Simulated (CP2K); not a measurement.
## MgS under changes of volume

One of the cells (22.740 Å³/atom); the others are scaled copies at fixed shape and fractional positions:

```
CELL_PARAMETERS angstrom
4.00664 0.00000 0.00000
2.00332 3.46985 0.00000
2.00332 1.15662 3.27141
ATOMIC_POSITIONS crystal
S 0.25000 0.25000 0.25000
Mg 0.00000 0.00000 0.00000
```

The cell comes from a database or a generator and needn't be the stable form of this composition.

```yaml
Program: CP2K 2026.2
Functional: LDA
Potentials_or_basis: GTH_POTENTIALS S GTH-PADE-q6, Mg GTH-PADE-q10; TZVP-MOLOPT-PBE-GTH basis
Density_cutoff: 19048 eV
k_mesh: 8 × 8 × 8
Occupations: fermi-dirac, width 0.01 eV
Spin: no spin polarisation
```

```tsv
volume (Å³/atom)	energy over the lowest point (meV/atom)	pressure (GPa)	gap on the mesh (eV)
21.376	?	?	?
21.831	2.79	1.6	3.23
22.285	0.00	0.4	3.13
22.740	0.82	-0.8	3.03
23.195	4.57	-1.8	2.93
23.650	11.11	-2.8	2.84
24.105	20.18	-3.6	2.75
```

Q: What does the run at 21.376 Å³/atom give?

A: Energy over the lowest point 9.38 meV/atom; pressure 3.0 GPa; gap on the mesh 3.34 eV.

Worked out: A Birch-Murnaghan fit of order 3 (a polynomial in V^(-2/3)) to the other rows has its minimum at 22.41 Å³/atom with B0 = V·E''(V) = 58 GPa and B' = 4.5. It gives 9.37 meV/atom at 21.376 Å³/atom, against the run's 9.38, and -dE/dV = 3.1 GPa, against 3.0. A straight line through the other rows of the gap, of slope -4.86 eV per unit of ln V (its deformation potential), extrapolates to 3.33 eV, against the run's 3.34.

Energies are extrapolated to zero smearing.

Caveats: the basis of atomic orbitals isn't converged, which shifts pressures, moduli and gaps.
